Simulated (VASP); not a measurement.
# Ta2N (P-3m1) in VASP: a series of runs

The runs below take Ta2N through single point, with PBE, PBEsol.

Everything below comes from runs of VASP 6.6.1. Logs are shortened: lines on timing, memory, paths and dates and some standing lists are left out, and cuts for length are marked.

### 1 The crystal as given

The structure is trigonal, space group P-3m1 (No. 164). Conventional cell: a = 3.113 Å, b = 3.113 Å, c = 4.870 Å, α = 90.00°, β = 90.00°, γ = 120.00°. Ta (site symmetry 3m) has 3 N at 2.18 Å as nearest neighbours. N (site symmetry -3m) has 6 Ta at 2.18 Å as nearest neighbours.

The cell comes from a database or a generator and needn't be the stable form of this composition.

### 2 Single point, PBE

File INCAR:

```
SYSTEM = Ta2N
PREC = Accurate
ENCUT = 520
EDIFF = 1E-7
ISMEAR = -1
SIGMA = 0.05
LREAL = .FALSE.
LASPH = .TRUE.
NELM = 60
ALGO = Normal
ISIF = 2
LWAVE = .FALSE.
LCHARG = .FALSE.
GGA = PE
NBANDS = 20
```

File KPOINTS:

```
regular mesh
0
G
  10 10 6
  0 0 0
```

File POSCAR:

```
Ta2N
1.0
    3.1128615060      0.0000000000      0.0000000000
   -1.5564307530      2.6958171426      0.0000000000
    0.0000000000      0.0000000000      4.8698410000
Ta N
2 1
Direct
    0.3333333333      0.6666666667      0.2547110000
    0.6666666667      0.3333333333      0.7452890000
    0.0000000000      0.0000000000      0.0000000000
```

Potentials or basis: VASP PAW PBE potentials, release 64 (Ta_pv, N).

Command:

```
$ cat potpaw_PBE.64/Ta_pv/POTCAR potpaw_PBE.64/N/POTCAR > POTCAR
$ mpirun -np 1 vasp_std > vasp.out
```

OUTCAR:

```text
SYSTEM = Ta2N
   PREC = Accurate
   ENCUT = 520
   EDIFF = 1E-7
   ISMEAR = -1
   LREAL = .FALSE.
   LASPH = .TRUE.
   NELM = 60
   ISIF = 2
   GGA = PE

 ion  position               nearest neighbor table
   1  0.333  0.667  0.255-   3 2.18   3 2.18   3 2.18   2 2.99   2 2.99   2 2.99   2 3.06   2 3.06
                             2 3.06
   2  0.667  0.333  0.745-   3 2.18   3 2.18   3 2.18   1 2.99   1 2.99   1 2.99   1 3.06   1 3.06
                             1 3.06
   3  0.000  0.000  0.000-   1 2.18   2 2.18   1 2.18   2 2.18   2 2.18   1 2.18

  LATTYP: Found a hexagonal cell.
 ALAT       =     3.1128615060
 C/A-ratio  =     1.5644258476

  Lattice vectors:

 A1 = (   3.1128615060,   0.0000000000,   0.0000000000)
 A2 = (  -1.5564307530,   2.6958171426,   0.0000000000)
 A3 = (   0.0000000000,   0.0000000000,   4.8698410000)

Analysis of symmetry for initial positions (statically):
=====================================================================
 Subroutine PRICEL returns:
 Original cell was already a primitive cell.

 Routine SETGRP: Setting up the symmetry group for a
 hexagonal supercell.

 Subroutine GETGRP returns: Found 12 space group operations
 (whereof 12 operations were pure point group operations)
 out of a pool of 24 trial point group operations.

The static configuration has the point symmetry D_3d.

Analysis of symmetry for dynamics (positions and initial velocities):
=====================================================================
 Subroutine PRICEL returns:
 Original cell was already a primitive cell.

 Routine SETGRP: Setting up the symmetry group for a
 hexagonal supercell.

 Subroutine GETGRP returns: Found 12 space group operations
 (whereof 12 operations were pure point group operations)
 out of a pool of 24 trial point group operations.

The dynamic configuration has the point symmetry D_3d.

 Subroutine INISYM returns: Found 12 space group operations
 (whereof 12 operations are pure point group operations),
 and found     1 'primitive' translations

----------------------------------------------------------------------------------------

                                     Primitive cell

  volume of cell :      40.8663

  direct lattice vectors                    reciprocal lattice vectors
     3.112861506  0.000000000  0.000000000     0.321247829  0.185472520  0.000000000
    -1.556430753  2.695817143  0.000000000     0.000000000  0.370945041  0.000000000
     0.000000000  0.000000000  4.869841000     0.000000000  0.000000000  0.205345513

  length of vectors
     3.112861506  3.112861506  4.869841000     0.370945041  0.370945041  0.205345513

  position of ions in fractional coordinates (direct lattice)
     0.333333333  0.666666667  0.254711000
     0.666666667  0.333333333  0.745289000
     0.000000000  0.000000000  0.000000000

  ion indices of the primitive-cell ions
   primitive index   ion index
                 1           1
                 2           2
                 3           3

----------------------------------------------------------------------------------------

 KPOINTS: regular mesh

Automatic generation of k-mesh.
 Grid dimensions read from file:
 generate k-points for:   10   10    6

 Generating k-lattice:

  Cartesian coordinates                     Fractional coordinates (reciprocal lattice)
     0.032124783  0.018547252  0.000000000     0.100000000  0.000000000  0.000000000
     0.000000000  0.037094504  0.000000000     0.000000000  0.100000000  0.000000000
     0.000000000  0.000000000  0.034224252     0.000000000  0.000000000  0.166666667

  Length of vectors
     0.037094504  0.037094504  0.034224252

  Shift w.r.t. Gamma in fractional coordinates (k-lattice)
     0.000000000  0.000000000  0.000000000

 Subroutine IBZKPT returns following result:
 ===========================================

 Found     72 irreducible k-points:

 Following reciprocal coordinates:
            Coordinates               Weight
  0.000000  0.000000  0.000000      1.000000
  0.100000 -0.000000  0.000000      6.000000
  0.200000 -0.000000  0.000000      6.000000
  0.300000 -0.000000  0.000000      6.000000
  0.400000 -0.000000  0.000000      6.000000
  0.500000  0.000000  0.000000      3.000000
[... 42 lines left out ...]
 -0.100000  0.300000  0.333333     12.000000
  0.300000  0.100000  0.333333     12.000000
 [... further k-points ...]
   k-points           NKPTS =     72   k-points in BZ     NKDIM =     72   number of bands    NBANDS=     20
   number of dos      NEDOS =    301   number of ions     NIONS =      3
   total plane-waves  NPLWV =  20736
   dimension x,y,z NGX =    24 NGY =   24 NGZ =   36
   dimension x,y,z NGXF=    48 NGYF=   48 NGZF=   72
   ions per type =               2   1
   NGX,Y,Z   is equivalent  to a cutoff of  12.82, 12.82, 12.29 a.u.
   NGXF,Y,Z  is equivalent  to a cutoff of  25.63, 25.63, 24.58 a.u.
 SYSTEM =  Ta2N
[... 25 lines left out ...]
   EFERMI_NEDOS =   21; number of points for ismear=-14 and -15
   IALGO  =     38    algorithm
   IMIX   =      4    mixing-type and parameters
     AMIX     =   0.40;   BMIX     =  1.00
     AMIX_MAG =   1.60;   BMIX_MAG =  1.00
  volume/ion in A,a.u.               =      13.62        91.93
  Fermi-wavevector in a.u.,A,eV,Ry     =   1.425852  2.694469 27.661374  2.033054
  Thomas-Fermi vector in A             =   2.546192
   LORBIT       =      0    0 simple, 1 ext, 2 COOP (PROOUT), +10 PAW based schemes
   GGA     = PE    functional components
   LHFCALC =     F    Hartree Fock is set to
   AEXX    =    0.0000 exact exchange contribution
   IVDW    =     0    specifies the selected vdW correction
   LEPSILON=     F    determine dielectric tensor
   LRPA    =     F    only Hartree local field effects (RPA)
 non-spin polarized calculation
  energy-cutoff  :      520.00
  volume of cell :       40.87
 maximum number of plane-waves:      1114
 NGX is ok and might be reduce to    24
   NGX = 11   NGY = 11   NGZ = 19

 number of electron      26.9999996 magnetization

 Free energy of the ion-electron system (eV)
  ---------------------------------------------------
  ext. energy  EPLUGINS =         0.00000000
  ---------------------------------------------------
  free energy    TOTEN  =       -34.38402262 eV

  energy without entropy =      -34.37039714  energy(sigma->0) =      -34.37720988

 E-fermi :   7.4679     XC(G=0): -12.8463

 val. band max:        7.4586150692   @ k =  -0.1000   0.4000   0.1667
 cond. band min:       7.4725522315   @ k =   0.0000   0.3000   0.3333
 fundamental gap:      0.0139371623
 Fermi energy:         7.4678677107

 k-point     1 :       0.0000    0.0000    0.0000
  band No.  band energies     occupation
      1     -28.2223      2.00000
      2     -27.5111      2.00000
      3     -27.5111      2.00000
      4     -27.3859      2.00000
      5     -27.3859      2.00000
      6     -27.2686      2.00000
[... 12 lines left out ...]
     19       8.6224      0.00000
     20      12.3894      0.00000

 k-point     2 :       0.1000   -0.0000    0.0000
  band No.  band energies     occupation
      1     -28.1929      2.00000
      2     -27.5691      2.00000
      3     -27.5320      2.00000
      4     -27.4441      2.00000
      5     -27.3906      2.00000
      6     -27.2801      2.00000
[... 12 lines left out ...]
     19       9.3326      0.00000
     20      12.3723      0.00000

 k-point     3 :       0.2000   -0.0000    0.0000
  band No.  band energies     occupation
      1     -28.1111      2.00000
      2     -27.7216      2.00000
      3     -27.5887      2.00000
      4     -27.5830      2.00000
      5     -27.4064      2.00000
      6     -27.3160      2.00000
[... 12 lines left out ...]
     19      10.9766      0.00000
     20      11.9993      0.00000

 k-point     4 :       0.3000   -0.0000    0.0000
  band No.  band energies     occupation
      1     -28.0008      2.00000
      2     -27.9043      2.00000
      3     -27.7548      2.00000
      4     -27.6415      2.00000
      5     -27.4298      2.00000
      6     -27.3770      2.00000
[... 797 lines left out ...]
 k-point    39 :       0.0000    0.1000    0.3333
  band No.  band energies     occupation
      1     -27.9939      2.00000
      2     -27.5813      2.00000
      3     -27.5202      2.00000
      4     -27.4924      2.00000
      5     -27.4307      2.00000
      6     -27.4151      2.00000
[... 12 lines left out ...]
     19      10.2042      0.00000
     20      10.5982      0.00000

 k-point    40 :       0.2000   -0.0000    0.3333
  band No.  band energies     occupation
      1     -27.9814      2.00000
      2     -27.7437      2.00000
      3     -27.6140      2.00000
      4     -27.5461      2.00000
      5     -27.4441      2.00000
      6     -27.4122      2.00000
[... 12 lines left out ...]
     19      10.5700      0.00000
     20      11.2711      0.00000

 [... further k-points ...]

------------------------ aborting loop because EDIFF is reached ----------------------------------------

  FORCE on cell =-STRESS in cart. coord.  units (eV):
  Direction    XX          YY          ZZ          XY          YZ          ZX
  --------------------------------------------------------------------------------------
  -------------------------------------------------------------------------------------
  Total       -0.3189030     -0.3189030     -0.0125621      0.0000000     -0.0000000      0.0000000
  in kB      -12.5027090    -12.5027090     -0.4925017      0.0000000     -0.0000000      0.0000000
  external PRESSURE =      -8.4993066 kB  Pullay stress =       0.0000000 kB

 VOLUME and BASIS-vectors are now :
 -----------------------------------------------------------------------------
  energy-cutoff  :      520.00
  volume of cell :       40.87
      direct lattice vectors                 reciprocal lattice vectors
     3.112861506  0.000000000  0.000000000     0.321247829  0.185472520  0.000000000
    -1.556430753  2.695817143  0.000000000     0.000000000  0.370945041  0.000000000
     0.000000000  0.000000000  4.869841000     0.000000000  0.000000000  0.205345513

 POSITION                                       TOTAL-FORCE (eV/Angst)
 -----------------------------------------------------------------------------------
     -0.00000      1.79721      1.24040         0.000000     -0.000000      0.026885
      1.55643      0.89861      3.62944        -0.000000      0.000000     -0.026885
      0.00000      0.00000      0.00000         0.000000      0.000000      0.000000
 -----------------------------------------------------------------------------------
    total drift:                               -0.000000      0.000000      0.000000

  FREE ENERGIE OF THE ION-ELECTRON SYSTEM (eV)
  ---------------------------------------------------
  free  energy   TOTEN  =       -34.3840226220 eV

  energy  without entropy=      -34.3703971429  energy(sigma->0) =      -34.37720988
```

Wall time 26 s (1 thread of AMD EPYC 9R45 (Zen 5), shared host); peak memory 0.15 GiB.

What came out:

| Quantity | Value |
| --- | --- |
| Free energy | -34.3840 eV |
| Pressure | -0.8 GPa |
| Largest force | 0.027 eV/Å |
| Band gap on the k mesh | none (metal or under the smearing width) |

Forces in eV/Å, atoms in the order of the input:
```
Ta   0.000  0.000  0.027
Ta   0.000  0.000 -0.027
N    0.000  0.000  0.000
```

Levels at points of the mesh, in eV from the Fermi level:
| k point | band 12 | band 13 | band 14 | band 15 | band 16 | band 17 |
| --- | --- | --- | --- | --- | --- | --- |
| (0.00, 0.00, 0.00) | -0.65 | -0.23 | -0.23 | 0.28 | 0.28 | 0.28 |
| (0.50, 0.00, 0.00) | -2.62 | -1.38 | 1.76 | 1.88 | 3.69 | 3.97 |
| (0.00, 0.00, 0.50) | -2.65 | -1.11 | -1.11 | 1.77 | 1.90 | 2.28 |
| (0.50, 0.00, 0.50) | -2.16 | -2.12 | -0.27 | 0.72 | 3.27 | 3.51 |

Spin-orbit coupling is left out, which matters for the levels of Ta.

### 3 Single point, PBE (atoms moved at random, drawn with an rms of 0.05 Å)

File INCAR:

```
ALGO     = Normal         # electronic algorithm
EDIFF    = 1E-7           # SCF threshold, eV
ENCUT    = 520            # plane-wave cutoff, eV
GGA      = PE             # functional
ISIF     = 2              # what is computed and relaxed
ISMEAR   = -1             # smearing method
LASPH    = True           # aspherical terms in the spheres
LCHARG   = False          # write CHGCAR
LREAL    = False          # projectors in reciprocal space
LWAVE    = False          # write WAVECAR
NBANDS   = 20             # bands
NELM     = 100            # most SCF steps
PREC     = Accurate       # precision mode
SIGMA    = 0.05           # smearing width, eV
```

File KPOINTS:

```
k-points
0
Gamma
  10 10 6
```

File POSCAR:

```
Ta2N
1.0
    3.1128615060      0.0000000000      0.0000000000
   -1.5564307530      2.6958171426      0.0000000000
    0.0000000000      0.0000000000      4.8698410000
Ta N
2 1
Direct
    0.3246030000      0.6534240000      0.2512930000
    0.6906880000      0.3422290000      0.7432110000
   -0.0016550000      0.0058830000      0.0039570000
```

Potentials or basis: VASP PAW PBE potentials, release 64 (Ta_pv, N).

Command:

```
$ cat potpaw_PBE.64/Ta_pv/POTCAR potpaw_PBE.64/N/POTCAR > POTCAR
$ mpirun -np 1 vasp_std > vasp.out
```

Wall time 2.5 min (1 thread of AMD EPYC 9R45 (Zen 5), shared host); peak memory 0.3 GiB.

It converged, with:

```
Free energy            : -34.3518 eV
Pressure               : -0.1 GPa
Largest force          : 0.778 eV/Å
Band gap on the k mesh : none (metal or under the smearing width)
```

Forces on the atoms (eV/Å):
```
Ta  -0.053  0.370  0.372
Ta  -0.439  0.008  0.096
N    0.492 -0.378 -0.469
```

Stress tensor (GPa, compression positive):
```
-0.48  0.11  0.98
 0.11 -0.26  1.17
 0.98  1.17  0.32
```

Levels at points of the mesh, in eV from the Fermi level:
| k point | band 11 | band 12 | band 13 | band 14 | band 15 | band 16 |
| --- | --- | --- | --- | --- | --- | --- |
| (0.00, 0.00, 0.00) | -4.97 | -0.79 | -0.36 | -0.12 | 0.05 | 0.38 |
| (0.50, 0.00, 0.00) | -4.45 | -2.58 | -1.49 | 1.86 | 1.99 | 3.59 |
| (0.00, 0.50, 0.00) | -4.55 | -2.64 | -1.33 | 1.54 | 1.92 | 3.67 |
| (0.50, 0.50, 0.00) | -4.53 | -2.63 | -1.35 | 1.55 | 2.03 | 3.65 |
| (0.00, 0.00, 0.50) | -2.89 | -2.64 | -1.15 | -1.07 | 1.66 | 1.74 |
| (0.50, 0.00, 0.50) | -3.20 | -2.28 | -2.10 | -0.05 | 0.77 | 3.28 |
| (0.00, 0.50, 0.50) | -3.34 | -2.21 | -2.02 | -0.41 | 0.77 | 3.22 |
| (0.50, 0.50, 0.50) | -3.33 | -2.19 | -2.08 | -0.27 | 0.77 | 3.21 |

### 4 Single point, PBEsol

File INCAR:

```
SYSTEM = Ta2N
PREC     = Accurate       ! precision mode
ENCUT    = 520            ! plane-wave cutoff, eV
EDIFF    = 1E-7           ! SCF threshold, eV
ISMEAR   = -1             ! smearing method
SIGMA    = 0.05           ! smearing width, eV
LREAL    = .False.        ! projectors in reciprocal space
LASPH    = .True.         ! aspherical terms in the spheres
NELM     = 80             ! most SCF steps
ALGO     = Normal         ! electronic algorithm
ISIF     = 2              ! what is computed and relaxed
LWAVE    = .False.        ! write WAVECAR
LCHARG   = .False.        ! write CHGCAR
GGA      = PS             ! functional
NBANDS   = 20             ! bands
```

File KPOINTS:

```
regular mesh
0
Gamma
  10 10 6
  0 0 0
```

File POSCAR:

```
Ta2N
1.0
    3.1128615060      0.0000000000      0.0000000000
   -1.5564307530      2.6958171426      0.0000000000
    0.0000000000      0.0000000000      4.8698410000
Ta N
2 1
Direct
    0.3333333333      0.6666666667      0.2547110000
    0.6666666667      0.3333333333      0.7452890000
    0.0000000000      0.0000000000      0.0000000000
```

Command:

```
$ cat potpaw_PBE.64/Ta_pv/POTCAR potpaw_PBE.64/N/POTCAR > POTCAR
$ mpirun -np 1 vasp_std > vasp.out
```

Run time: 22 s. Hardware: 1 thread of Intel Xeon 6975P-C (Granite Rapids), shared host; peak memory 0.18 GiB.

It converged, with:

```
Free energy            : -36.4599 eV
Pressure               : -8.7 GPa
Largest force          : 0.249 eV/Å
Band gap on the k mesh : none (metal or under the smearing width)
```

Forces in eV/Å, atoms in the order of the input:
```
Ta   0.000  0.000 -0.249
Ta   0.000  0.000  0.249
N    0.000  0.000  0.000
```

Stress tensor (GPa, compression positive):
```
-8.87  0.00  0.00
 0.00 -8.87  0.00
 0.00  0.00 -8.21
```

Levels at points of the mesh, in eV from the Fermi level:
| k point | band 12 | band 13 | band 14 | band 15 | band 16 | band 17 |
| --- | --- | --- | --- | --- | --- | --- |
| (0.00, 0.00, 0.00) | -0.67 | -0.24 | -0.24 | 0.26 | 0.26 | 0.31 |
| (0.50, 0.00, 0.00) | -2.59 | -1.35 | 1.77 | 1.89 | 3.70 | 3.97 |
| (0.00, 0.00, 0.50) | -2.62 | -1.12 | -1.12 | 1.80 | 1.90 | 2.27 |
| (0.50, 0.00, 0.50) | -2.13 | -2.10 | -0.25 | 0.72 | 3.27 | 3.52 |

Caveat: the PAW data sets were made with another functional, which shifts forces and pressure a little.

### 5 Single point, PBEsol (atoms moved at random, drawn with an rms of 0.05 Å)

INCAR is that of step 4.

KPOINTS is that of step 4.

File POSCAR:

```
Ta2N
1.0
    3.1128615060      0.0000000000      0.0000000000
   -1.5564307530      2.6958171426      0.0000000000
    0.0000000000      0.0000000000      4.8698410000
Ta N
2 1
Direct
    0.3246030000      0.6534240000      0.2512930000
    0.6906880000      0.3422290000      0.7432110000
   -0.0016550000      0.0058830000      0.0039570000
```

Command:

```
$ cat potpaw_PBE.64/Ta_pv/POTCAR potpaw_PBE.64/N/POTCAR > POTCAR
$ mpirun -np 1 vasp_std > vasp.out
```

It took 81 s on 1 thread of Intel Xeon 6975P-C (Granite Rapids), shared host; peak memory 0.33 GiB.

It converged, with:

```
Free energy            : -36.4303 eV
Pressure               : -7.9 GPa
Largest force          : 0.767 eV/Å
Band gap on the k mesh : none (metal or under the smearing width)
```

Forces on the atoms (eV/Å):
```
Ta  -0.056  0.363  0.098
Ta  -0.429  0.011  0.363
N    0.485 -0.374 -0.462
```

Stress tensor (GPa, compression positive):
```
-8.10  0.16  0.95
 0.16 -7.96  1.13
 0.95  1.13 -7.76
```

Levels at points of the mesh, in eV from the Fermi level:
| k point | band 9 | band 10 | band 11 | band 12 | band 13 | band 14 | band 15 | band 16 | band 17 | band 18 |
| --- | --- | --- | --- | --- | --- | --- | --- | --- | --- | --- |
| (0.00, 0.00, 0.00) | -6.12 | -6.02 | -4.93 | -0.80 | -0.37 | -0.12 | 0.04 | 0.40 | 0.51 | 1.01 |
| (0.50, 0.00, 0.00) | -6.58 | -6.45 | -4.46 | -2.55 | -1.46 | 1.87 | 2.00 | 3.60 | 3.93 | 4.06 |
| (0.00, 0.50, 0.00) | -6.46 | -6.31 | -4.56 | -2.62 | -1.29 | 1.55 | 1.94 | 3.68 | 3.88 | 4.14 |
| (0.50, 0.50, 0.00) | -6.51 | -6.34 | -4.54 | -2.60 | -1.31 | 1.57 | 2.05 | 3.66 | 3.79 | 4.17 |
| (0.00, 0.00, 0.50) | -6.31 | -6.16 | -2.87 | -2.61 | -1.16 | -1.08 | 1.68 | 1.74 | 2.22 | 2.36 |
| (0.50, 0.00, 0.50) | -6.74 | -6.20 | -3.21 | -2.25 | -2.07 | -0.02 | 0.77 | 3.28 | 3.63 | 3.98 |
| (0.00, 0.50, 0.50) | -6.61 | -6.04 | -3.35 | -2.18 | -2.00 | -0.38 | 0.77 | 3.22 | 3.42 | 3.99 |
| (0.50, 0.50, 0.50) | -6.66 | -6.07 | -3.34 | -2.15 | -2.06 | -0.24 | 0.78 | 3.22 | 3.49 | 3.98 |

Caveat: the PAW data sets were made with another functional, which shifts forces and pressure a little. Spin-orbit coupling is left out, which matters for the levels of Ta.

### 6 Overview

```tsv
level	cell	ladder	gap on the mesh (eV)	pressure (GPa)	largest force (eV/Å)
PBE	as given	-	none	-0.8	0.03
PBE	atoms moved at random, drawn with an rms of 0.05 Å	-	none	-0.1	0.78
PBEsol	as given	free	none	-8.7	0.25
PBEsol	atoms moved at random, drawn with an rms of 0.05 Å	free	none	-7.9	0.77
```

Alike in all rows: task single point; potentials or basis VASP PAW PBE potentials, release 64 (Ta_pv, N); no spin polarisation; k mesh 10 × 10 × 6; cutoff (eV) 520; smearing fermi-dirac 0.05 eV.

Caveats: the PAW data sets were made with another functional, which shifts forces and pressure a little (some runs).

Total energies depend on the potentials used, so only differences within one code and one set of settings carry meaning.
